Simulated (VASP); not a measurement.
Runs of VASP 6.6.1 on TaAs. Symmetry: P6_3/mmc, No. 194, hexagonal system. The conventional cell has a = 4.377 Å, b = 4.377 Å, c = 5.125 Å, α = 90.00°, β = 90.00°, γ = 120.00°. Around Ta (site symmetry -6m2) lie 5 As at 2.53 to 2.56 Å. Around As (site symmetry -6m2) lie 5 Ta at 2.53 to 2.56 Å. The cell was built by a generator and needn't be a form met in nature.

| task | level | spin | cell | k mesh | cutoff (eV) | smearing | other keys | gap on the mesh (eV) | pressure (GPa) | moment (μB) |
| --- | --- | --- | --- | --- | --- | --- | --- | --- | --- | --- |
| relaxation of cell and atoms | PBE | off | relaxed | 7 × 7 × 5 | 600 | gaussian 0.05 eV | - | none | 0.0 | - |
| relaxation of the atoms | RPBE | off | atoms relaxed | 7 × 7 × 5 | 520 | gaussian 0.05 eV | - | none | 6.7 | - |
| band structure | PBEsol+rVV10 | collinear, zero start | as given | 7 × 7 × 5 | 520 | fermi-dirac 0.02 eV | AMIX = 0.8; ISYM = 1 | - | -0.3 | 0.00 |
| atomic charges | revPBE+D4 | non-collinear, random start | as given | 5 × 5 × 4 | 520 | fermi-dirac 0.05 eV | - | none | (a) | 0.00 |
| single point | PBE | off | as given | 7 × 7 × 5 | 520 | fermi-dirac 0.05 eV | - | none | 4.4 | - |

Alike in all rows: potentials or basis VASP PAW PBE potentials, release 64 (Ta_pv, As).

Question: Fill in the values left out.

Answer: (a) 1.4.

Caveats: the PAW data sets were made with another functional, which shifts forces and pressure a little (some runs); pairwise dispersion overbinds metals, which lowers pressure and volume (some runs); the relaxation stopped at its first step, so nothing moved (some runs); spin-orbit coupling is left out, which moves the levels of the heavy elements (some runs).

A k mesh can miss the band edges, and the runs leave out spin-orbit coupling on As, Ta.

A gap of «none» marks a metal or a gap under the smearing width.
